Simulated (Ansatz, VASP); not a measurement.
**Two plane-wave programs on SrO**

```xyz
2
Lattice="0.0000 2.5439 2.5439 2.5439 0.0000 2.5439 2.5439 2.5439 0.0000" Properties=species:S:1:pos:R:3 pbc="T T T"
Sr    2.5439    2.5439    2.5439
O     0.0000    0.0000    0.0000
```

Alike in both runs: functional PBEsol; k mesh 8 × 8 × 8; no spin polarisation.

Ansatz relaxed the structure, and its values are those at the end. VASP's run is a single point on that final structure, the one shown.

|  | VASP | Ansatz |
| --- | --- | --- |
| version | VASP 6.6.1 | Ansatz 0.2.0 |
| potentials or method | VASP PAW PBE potentials, release 64 (Sr_sv, O) | PAW with Ansatz's default frozen-core files, scalar-relativistic |
| plane-wave cutoff (eV) | 520 | 420 |
| occupations | gaussian, width 0.01 eV | fixed |
| valence electrons in the cell | 16 | 16 |

|  | VASP | Ansatz | Ansatz less VASP |
| --- | --- | --- | --- |
| pressure (GPa) | 2.7 | 2.0 | -0.71 |

Caveats: the PAW data sets were made with another functional, which shifts forces and pressure a little (VASP). A k mesh can miss the band edges.
